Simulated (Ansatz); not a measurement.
SnS₂ (CdI2 type), relaxed with r2SCAN+rVV10: the symmetry is P-3m1 (No. 164, trigonal); a = 3.661 Å, c = 5.962 Å in the conventional setting, 23.06 Å³ an atom. Sn has 6 S at 2.57 Å; S has 3 Sn at 2.57 Å. One-shot G0W0@PBE in the plane-wave code Ansatz on a 6×6×2 mesh (contour deformation, no spin-orbit coupling), from a PBE gap of 1.523 eV over the mesh points (the G0W0 gap is indirect on the mesh); the number N of bands summed and the screening cutoff rise together. The values are computed, spin-unpolarised, and not measurements.

| N | cutoff (eV) | 1000/N | G0W0 gap (eV) |
| --- | --- | --- | --- |
| 125 | 80 | 8.000 | 2.353 |
| 273 | 140 | 3.663 | 2.368 |

Lay a straight line in 1000/N through these rows.
The slope is -0.0035 eV per unit of 1000/N and the intercept 2.381 eV.

Predict the gap at N = 491 (210 eV).
2.381 + (-0.0035) × 2.037 = 2.374 eV; the run gives 2.374 eV, 0.000 eV from the line.

With that run's result added, what limit do the last two rows suggest?
Their slope is (2.374 − 2.368)/(2.037 − 3.663) = -0.0037, which meets 1/N = 0 at 2.38 eV, against 2.381 eV from the first line. The two lines nearly agree; the k mesh isn't extrapolated.

No spin-orbit coupling is included; it can move band edges with weight on the heavy atoms by tenths of an eV.
